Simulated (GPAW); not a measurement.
Zn:

```
Zn
1.0
     2.67000    0.00000    0.00000
    -1.33500    2.31229    0.00000
     0.00000    0.00000    4.96600
Zn
2
Direct
  0.66667 0.33333 0.75000
  0.33333 0.66667 0.25000
```

```yaml
Program: GPAW 26.7.0
Task: relaxation of cell and atoms
Functional: AM05
Dispersion: D4
Potentials_or_basis: PAW data sets generated in the run's folder for this functional
Cutoff: 600 eV
Basis: pw
k_mesh: 8 × 8 × 4
Occupations: fermi-dirac, width 0.05 eV
Spin: no spin polarisation
```

At the start: pressure -7.6 GPa; volume 15.33 Å³/atom.

Problem. How do energy, volume and symmetry change on relaxing?

Solution. Over 15 steps the energy falls by 79.5 meV/atom and the volume is 13.58 Å³/atom (-11.4 %); space group P6_3/mmc (No. 194, to 0.05 Å).

Step by step:
| step | energy change (eV) | largest force (eV/Å) | pressure (GPa) | volume (Å³) |
| --- | --- | --- | --- | --- |
| 1 | 0.0000 | 0.0001 | -7.65 | 30.66 |
| 2 | -0.0226 | 0.0000 | -6.79 | 30.18 |
| 3 | -0.0918 | 0.0001 | 4.09 | 26.45 |
| 4 | -0.1036 | 0.0001 | 0.97 | 27.22 |
| 5 | -0.1105 | 0.0000 | 0.14 | 27.34 |
| 6 | 0.0195 | 0.0005 | -8.34 | 30.50 |
| 7 | -0.1417 | 0.0002 | -4.19 | 28.40 |
| 8 | -0.1406 | 0.0001 | -2.96 | 28.02 |
| 9 | -0.1436 | 0.0001 | -3.54 | 28.20 |
| 10 | -0.1444 | 0.0002 | -3.62 | 28.22 |
| 11 | -0.1473 | 0.0003 | -3.50 | 28.17 |
| 12 | -0.1522 | 0.0006 | -2.72 | 27.93 |
| 13 | -0.1568 | 0.0009 | -1.23 | 27.50 |
| 14 | -0.1587 | 0.0010 | -0.13 | 27.20 |
| 15 | -0.1589 | 0.0008 | 0.05 | 27.15 |

Final structure:
```cif
data_structure
_symmetry_space_group_name_H-M 'P 1'
_symmetry_Int_Tables_number 1
_cell_length_a 2.6620
_cell_length_b 2.6620
_cell_length_c 4.4242
_cell_angle_alpha 90.000
_cell_angle_beta 90.000
_cell_angle_gamma 120.000
_cell_volume 27.15
loop_
_atom_site_label
_atom_site_type_symbol
_atom_site_fract_x
_atom_site_fract_y
_atom_site_fract_z
_atom_site_occupancy
Zn1 Zn 0.66667 0.33333 0.75002 1
Zn2 Zn 0.33333 0.66667 0.24998 1
```

Caveat: later steps reuse the first step's grids; the volume moved by -11 % from the deposited cell, more than functionals usually miss; pairwise dispersion overbinds metals, which lowers pressure and volume.
